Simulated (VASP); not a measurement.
# KCl (Fm-3m) in VASP: a series of runs

The runs below take KCl through single point, with LDA, PBE.

Program: VASP 6.6.1. These are calculated values, not measurements. Logs are shortened: lines on timing, memory, paths and dates and some standing lists are left out, and cuts for length are marked.

**Experimental background.**

From a printed reference work, monograph, for a bulk crystal of KCl: band gap 8.68 eV.

The runs below are set against these values where they give the same quantity.

## (1) The cell of the first run

Symmetry: Fm-3m, No. 225, cubic system. The conventional cell has a = 6.077 Å, b = 6.077 Å, c = 6.077 Å, α = 90.00°, β = 90.00°, γ = 90.00°. K (site symmetry m-3m) has 6 Cl at 3.04 Å within 4.0 Å. Cl (site symmetry m-3m) has 6 K at 3.04 Å within 4.0 Å.

## (2) Single point, LDA

The input, INCAR:

```
PREC = Accurate
ENCUT = 500
EDIFF = 1E-6
ISMEAR = 1
SIGMA = 0.01
LREAL = F
LASPH = T
NELM = 120
ALGO = Normal
ISIF = 2
LWAVE = F
LCHARG = F
NBANDS = 15
GGA_COMPAT = F
```

The input, KPOINTS:

```
Automatic mesh
0
Gamma
  5 5 5
```

The input, POSCAR:

```
KCl
1.0
    0.0000000000      3.0385161809      3.0385161809
    3.0385161809      0.0000000000      3.0385161809
    3.0385161809      3.0385161809      0.0000000000
K Cl
1 1
Direct
    0.0000000000      0.0000000000      0.0000000000
    0.5000000000      0.5000000000      0.5000000000
```

Potentials or basis: VASP PAW LDA potentials, release 64 (K_sv, Cl).

Command:

```
$ cat potpaw_LDA.64/K_sv/POTCAR potpaw_LDA.64/Cl/POTCAR > POTCAR
$ mpirun -np 1 vasp_std > vasp.out
```

OUTCAR:

```text
PREC = Accurate
   ENCUT = 500
   EDIFF = 1E-6
   ISMEAR = 1
   LREAL = F
   LASPH = T
   NELM = 120
   ISIF = 2

 ion  position               nearest neighbor table
   1  0.000  0.000  0.000-   2 3.04   2 3.04   2 3.04   2 3.04   2 3.04   2 3.04
   2  0.500  0.500  0.500-   1 3.04   1 3.04   1 3.04   1 3.04   1 3.04   1 3.04

  LATTYP: Found a face centered cubic cell.
 ALAT       =     6.0770323618

  Lattice vectors:

 A1 = (   0.0000000000,   3.0385161809,   3.0385161809)
 A2 = (   3.0385161809,   0.0000000000,   3.0385161809)
 A3 = (   3.0385161809,   3.0385161809,   0.0000000000)

Analysis of symmetry for initial positions (statically):
=====================================================================
 Subroutine PRICEL returns:
 Original cell was already a primitive cell.

 Routine SETGRP: Setting up the symmetry group for a
 face centered cubic supercell.

 Subroutine GETGRP returns: Found 48 space group operations
 (whereof 48 operations were pure point group operations)
 out of a pool of 48 trial point group operations.

The static configuration has the point symmetry O_h .

Analysis of symmetry for dynamics (positions and initial velocities):
=====================================================================
 Subroutine PRICEL returns:
 Original cell was already a primitive cell.

 Routine SETGRP: Setting up the symmetry group for a
 face centered cubic supercell.

 Subroutine GETGRP returns: Found 48 space group operations
 (whereof 48 operations were pure point group operations)
 out of a pool of 48 trial point group operations.

The dynamic configuration has the point symmetry O_h .

 Subroutine INISYM returns: Found 48 space group operations
 (whereof 48 operations are pure point group operations),
 and found     1 'primitive' translations

----------------------------------------------------------------------------------------

                                     Primitive cell

  volume of cell :      56.1067

  direct lattice vectors                    reciprocal lattice vectors
     0.000000000  3.038516181  3.038516181    -0.164554003  0.164554003  0.164554003
     3.038516181  0.000000000  3.038516181     0.164554003 -0.164554003  0.164554003
     3.038516181  3.038516181  0.000000000     0.164554003  0.164554003 -0.164554003

  length of vectors
     4.297110793  4.297110793  4.297110793     0.285015893  0.285015893  0.285015893

  position of ions in fractional coordinates (direct lattice)
     0.000000000  0.000000000  0.000000000
     0.500000000  0.500000000  0.500000000

  ion indices of the primitive-cell ions
   primitive index   ion index
                 1           1
                 2           2

----------------------------------------------------------------------------------------

 KPOINTS: Automatic mesh

Automatic generation of k-mesh.
 Grid dimensions read from file:
 generate k-points for:    5    5    5

 Generating k-lattice:

  Cartesian coordinates                     Fractional coordinates (reciprocal lattice)
    -0.032910801  0.032910801  0.032910801     0.200000000  0.000000000  0.000000000
     0.032910801 -0.032910801  0.032910801     0.000000000  0.200000000  0.000000000
     0.032910801  0.032910801 -0.032910801     0.000000000  0.000000000  0.200000000

  Length of vectors
     0.057003179  0.057003179  0.057003179

  Shift w.r.t. Gamma in fractional coordinates (k-lattice)
     0.000000000  0.000000000  0.000000000

 Subroutine IBZKPT returns following result:
 ===========================================

 Found     10 irreducible k-points:

 Following reciprocal coordinates:
            Coordinates               Weight
  0.000000  0.000000  0.000000      1.000000
  0.200000  0.000000  0.000000      8.000000
  0.400000  0.000000  0.000000      8.000000
  0.200000  0.200000  0.000000      6.000000
  0.400000  0.200000  0.000000     24.000000
 -0.400000  0.200000  0.000000     24.000000
 -0.200000  0.200000  0.000000     12.000000
  0.400000  0.400000  0.000000      6.000000
 -0.400000  0.400000  0.000000     12.000000
 -0.400000  0.400000  0.200000     24.000000
   k-points           NKPTS =     10   k-points in BZ     NKDIM =     10   number of bands    NBANDS=     15
   number of dos      NEDOS =    301   number of ions     NIONS =      2
   total plane-waves  NPLWV =  32768
   dimension x,y,z NGX =    32 NGY =   32 NGZ =   32
   dimension x,y,z NGXF=    64 NGYF=   64 NGZF=   64
   ions per type =               1   1
   NGX,Y,Z   is equivalent  to a cutoff of  12.38, 12.38, 12.38 a.u.
   NGXF,Y,Z  is equivalent  to a cutoff of  24.76, 24.76, 24.76 a.u.
 SYSTEM =  unknown system
   PREC   = accura    normal or accurate (medium, high low for compatibility)
   ISTART =      0    job   : 0-new  1-cont  2-samecut
   ICHARG =      2    charge: 1-file 2-atom 10-const
   ISPIN  =      1    spin polarized calculation?
   LNONCOLLINEAR =      F non collinear calculations
   LSORBIT =      F    spin-orbit coupling
   LASPH  =      T    aspherical Exc in radial PAW
   ENCUT  =  500.0 eV  36.75 Ry    6.06 a.u.   7.83  7.83  7.83*2*pi/ulx,y,z
   NELM   =    120;   NELMIN=  2; NELMDL= -5     # of ELM steps
   EDIFF  = 0.1E-05   stopping-criterion for ELM
   LREAL  =      F    real-space projection
   EDIFFG = 0.1E-04   stopping-criterion for IOM
   NSW    =      0    number of steps for IOM
   IBRION =     -1    ionic relax: 0-MD 1-quasi-New 2-CG
   NFREE  =      0    steps in history (QN), initial steepest desc. (CG)
   ISIF   =      2    stress and relaxation
   ISYM   =      2    0-nonsym 1-usesym 2-fastsym
   POTIM  = 0.5000    time-step for ionic-motion
   TEBEG  =    0.0;   TEEND  =   0.0 temperature during run
   PSTRESS=    0.0 pullay stress
   NELECT =      16.0000    total number of electrons
   NUPDOWN=      -1.0000    fix difference up-down
   EMIN   =  10.00;   EMAX   =-10.00  energy-range for DOS
   EFERMI =   0.00;   METHOD = LEGACY
   ISMEAR =     1;   SIGMA  =   0.01  broadening in eV -4-tet -1-fermi 0-gaus
   EFERMI_NEDOS =   21; number of points for ismear=-14 and -15
   IALGO  =     38    algorithm
   IMIX   =      4    mixing-type and parameters
     AMIX     =   0.40;   BMIX     =  1.00
     AMIX_MAG =   1.60;   BMIX_MAG =  1.00
  volume/ion in A,a.u.               =      28.05       189.31
  Fermi-wavevector in a.u.,A,eV,Ry     =   1.077564  2.036302 15.798340  1.161145
  Thomas-Fermi vector in A             =   2.213480
   LORBIT       =      0    0 simple, 1 ext, 2 COOP (PROOUT), +10 PAW based schemes
   GGA     = CA    functional components
   LHFCALC =     F    Hartree Fock is set to
   AEXX    =    0.0000 exact exchange contribution
   IVDW    =     0    specifies the selected vdW correction
   LEPSILON=     F    determine dielectric tensor
   LRPA    =     F    only Hartree local field effects (RPA)
 non-spin polarized calculation
 Methfessel and Paxton  Order N= 1 SIGMA  =   0.01
  energy-cutoff  :      500.00
  volume of cell :       56.11
 maximum number of plane-waves:      1440
   NGX = 15   NGY = 15   NGZ = 15

 number of electron      16.0000000 magnetization

 Free energy of the ion-electron system (eV)
  ---------------------------------------------------
  ext. energy  EPLUGINS =         0.00000000
  ---------------------------------------------------
  free energy    TOTEN  =        -7.40759700 eV

  energy without entropy =       -7.40759700  energy(sigma->0) =       -7.40759700

 E-fermi :  -1.5621     XC(G=0):  -8.5514

 val. band max:       -1.6240140152   @ k =   0.0000   0.0000   0.0000
 cond. band min:       3.4899073081   @ k =   0.0000   0.0000   0.0000
 fundamental gap:      5.1139213232
 Fermi energy:        -1.5620650035

 k-point     1 :       0.0000    0.0000    0.0000
  band No.  band energies     occupation
      1     -28.2284      2.00000
      2     -13.7835      2.00000
      3     -11.9282      2.00000
      4     -11.9282      2.00000
      5     -11.9282      2.00000
      6      -1.6240      2.00000
      7      -1.6240      2.00000
      8      -1.6240      2.00000
      9       3.4899      0.00000
     10       6.4861      0.00000
     11       6.4861      0.00000
     12       6.4861      0.00000
     13       7.4870      0.00000
     14       7.4870      0.00000
     15      11.1901      0.00000

 k-point     2 :       0.2000    0.0000    0.0000
  band No.  band energies     occupation
      1     -28.2213      2.00000
      2     -13.8780      2.00000
      3     -11.9329      2.00000
      4     -11.9329      2.00000
      5     -11.8086      2.00000
      6      -2.1694      2.00000
      7      -1.7873      2.00000
      8      -1.7873      2.00000
      9       4.4677      0.00000
     10       6.2931      0.00000
     11       7.0393      0.00000
     12       7.0393      0.00000
     13       8.1217      0.00000
     14       8.1217      0.00000
     15      12.5706      0.00000

 k-point     3 :       0.4000    0.0000    0.0000
  band No.  band energies     occupation
      1     -28.2099      2.00000
      2     -14.0123      2.00000
      3     -11.9402      2.00000
      4     -11.9402      2.00000
      5     -11.6315      2.00000
      6      -2.8577      2.00000
      7      -2.0298      2.00000
      8      -2.0298      2.00000
      9       5.7053      0.00000
     10       6.8239      0.00000
     11       8.4650      0.00000
     12       8.4650      0.00000
     13       9.5205      0.00000
     14       9.5205      0.00000
     15      11.2302      0.00000

 k-point     4 :       0.2000    0.2000    0.0000
  band No.  band energies     occupation
      1     -28.2191      2.00000
      2     -13.8537      2.00000
      3     -11.9594      2.00000
      4     -11.9594      2.00000
      5     -11.8146      2.00000
      6      -2.2967      2.00000
      7      -1.7373      2.00000
      8      -1.7373      2.00000
      9       4.6243      0.00000
     10       5.5217      0.00000
     11       7.6234      0.00000
     12       7.6234      0.00000
     13       7.8219      0.00000
     14       8.6695      0.00000
     15      12.9498      0.00000

 k-point     5 :       0.4000    0.2000    0.0000
  band No.  band energies     occupation
      1     -28.2094      2.00000
      2     -13.8927      2.00000
      3     -11.9815      2.00000
      4     -11.9739      2.00000
      5     -11.7840      2.00000
      6      -2.5932      2.00000
      7      -2.0043      2.00000
      8      -1.9094      2.00000
      9       5.4090      0.00000
     10       6.0342      0.00000
     11       8.6511      0.00000
     12       8.6607      0.00000
     13       8.9698      0.00000
     14       9.1859      0.00000
     15      10.7828      0.00000

 k-point     6 :      -0.4000    0.2000    0.0000
  band No.  band energies     occupation
      1     -28.2055      2.00000
      2     -13.9359      2.00000
      3     -12.0224      2.00000
      4     -11.9565      2.00000
      5     -11.7092      2.00000
      6      -2.7231      2.00000
      7      -2.1211      2.00000
      8      -2.0562      2.00000
      9       6.0455      0.00000
     10       6.7681      0.00000
     11       8.4735      0.00000
     12       8.8394      0.00000
     13       9.1203      0.00000
     14      10.4397      0.00000
     15      10.6863      0.00000

 k-point     7 :      -0.2000    0.2000    0.0000
  band No.  band energies     occupation
      1     -28.2130      2.00000
      2     -13.9286      2.00000
      3     -11.9971      2.00000
      4     -11.9310      2.00000
      5     -11.7164      2.00000
      6      -2.5672      2.00000
      7      -1.9861      2.00000
      8      -1.8961      2.00000
      9       5.5095      0.00000
     10       6.1076      0.00000
     11       7.5278      0.00000
     12       8.3346      0.00000
     13       8.4653      0.00000
     14       9.4310      0.00000
     15      11.2525      0.00000

 k-point     8 :       0.4000    0.4000    0.0000
  band No.  band energies     occupation
      1     -28.2047      2.00000
      2     -13.7159      2.00000
      3     -12.0576      2.00000
      4     -12.0104      2.00000
      5     -12.0104      2.00000
      6      -2.4511      2.00000
      7      -1.8628      2.00000
      8      -1.8628      2.00000
      9       4.5516      0.00000
     10       6.3868      0.00000
     11       8.4781      0.00000
     12       8.9195      0.00000
     13       9.7704      0.00000
     14       9.9485      0.00000
     15       9.9485      0.00000

 k-point     9 :      -0.4000    0.4000    0.0000
  band No.  band energies     occupation
      1     -28.2023      2.00000
      2     -13.7445      2.00000
      3     -12.1365      2.00000
      4     -11.9998      2.00000
      5     -11.9098      2.00000
      6      -2.3212      2.00000
      7      -2.1847      2.00000
      8      -1.9552      2.00000
      9       5.0230      0.00000
     10       7.5636      0.00000
     11       7.7487      0.00000
     12       8.8175      0.00000
     13       9.1420      0.00000
     14       9.8282      0.00000
     15      11.0512      0.00000

 k-point    10 :      -0.4000    0.4000    0.2000
  band No.  band energies     occupation
      1     -28.2035      2.00000
      2     -13.8212      2.00000
      3     -12.0586      2.00000
      4     -12.0451      2.00000
      5     -11.8026      2.00000
      6      -2.4616      2.00000
      7      -2.1031      2.00000
      8      -2.0783      2.00000
      9       5.7133      0.00000
     10       6.6417      0.00000
     11       7.9582      0.00000
     12       8.9345      0.00000
     13       9.7400      0.00000
     14       9.8384      0.00000
     15      10.7802      0.00000

------------------------ aborting loop because EDIFF is reached ----------------------------------------

  FORCE on cell =-STRESS in cart. coord.  units (eV):
  Direction    XX          YY          ZZ          XY          YZ          ZX
  --------------------------------------------------------------------------------------
  -------------------------------------------------------------------------------------
  Total        0.0277445      0.0277445      0.0277445      0.0000000      0.0000000     -0.0000000
  in kB        0.7922687      0.7922687      0.7922687      0.0000000      0.0000000     -0.0000000
  external PRESSURE =       0.7922687 kB  Pullay stress =       0.0000000 kB

 VOLUME and BASIS-vectors are now :
 -----------------------------------------------------------------------------
  energy-cutoff  :      500.00
  volume of cell :       56.11
      direct lattice vectors                 reciprocal lattice vectors
     0.000000000  3.038516181  3.038516181    -0.164554003  0.164554003  0.164554003
     3.038516181  0.000000000  3.038516181     0.164554003 -0.164554003  0.164554003
     3.038516181  3.038516181  0.000000000     0.164554003  0.164554003 -0.164554003

 POSITION                                       TOTAL-FORCE (eV/Angst)
 -----------------------------------------------------------------------------------
      0.00000      0.00000      0.00000        -0.000000     -0.000000     -0.000000
      3.03852      3.03852      3.03852         0.000000      0.000000      0.000000
 -----------------------------------------------------------------------------------
    total drift:                                0.000000     -0.000000     -0.000000

  FREE ENERGIE OF THE ION-ELECTRON SYSTEM (eV)
  ---------------------------------------------------
  free  energy   TOTEN  =        -7.4075970030 eV

  energy  without entropy=       -7.4075970030  energy(sigma->0) =       -7.40759700
```

Wall time 5.8 s (1 thread of Intel Xeon Platinum 8375C at 2.90GHz (Ice Lake), shared host); peak memory 0.15 GiB.

Results:

- Free energy: -7.4076 eV
- Pressure: 0.1 GPa
- Band gap on the k mesh: 5.11 eV, direct

## (3) Single point, PBE

This run uses another cell than the first one, of 32.48 Å³/atom, 1.158 times its volume.

The input, INCAR:

```
SYSTEM = KCl
ALGO = Normal
EDIFF = 1E-6
ENCUT = 500
GGA = PE
GGA_COMPAT = .False.
ISIF = 2
ISMEAR = -1
LASPH = .True.
LCHARG = .True.
LELF = .True.
LREAL = .False.
LVHAR = .True.
LWAVE = .False.
NBANDS = 15
NELM = 120
PREC = Accurate
SIGMA = 0.1
```

The input, KPOINTS:

```
k-points
0
Gamma
  5 5 5
  0 0 0
```

The input, POSCAR:

```
KCl
1.0
    0.0000000000      3.1904910882      3.1904910882
    3.1904910882      0.0000000000      3.1904910882
    3.1904910882      3.1904910882      0.0000000000
K Cl
1 1
Direct
    0.0000000000      0.0000000000      0.0000000000
    0.5000000000      0.5000000000      0.5000000000
```

Potentials or basis: VASP PAW PBE potentials, release 64 (K_sv, Cl).

Command:

```
$ cat potpaw_PBE.64/K_sv/POTCAR potpaw_PBE.64/Cl/POTCAR > POTCAR
$ mpirun -np 1 vasp_std > vasp.out
```

Wall time 12 s (1 thread of Intel Xeon Platinum 8375C at 2.90GHz (Ice Lake), shared host); peak memory 0.2 GiB.

The run converged. Its results:

* Free energy: -6.8108 eV
* Pressure: 0.0 GPa
* Band gap on the k mesh: 5.05 eV, direct

Levels at points of the mesh, in eV from the valence-band top:
```
           k point  band 4  band 5  band 6  band 7  band 8  band 9  band 10  band 11  band 12  band 13
(0.00, 0.00, 0.00)  -10.76  -10.76    0.00    0.00    0.00    5.05     8.35     8.35     8.35     9.21
```

## (4) Against experiment

Step 2. A measured gap of KCl is 8.68 eV (a printed reference work, monograph); the calculated 5.11 eV misses it by -3.57 eV. The value is that of LDA, without temperature or zero-point motion. Semilocal functionals fall short of measured gaps as a rule.

Step 3. Against the measured gap of KCl, 8.68 eV (a printed reference work, monograph), the calculated 5.05 eV is off by -3.63 eV. The value is that of PBE, without temperature or zero-point motion. Semilocal functionals fall short of measured gaps as a rule.
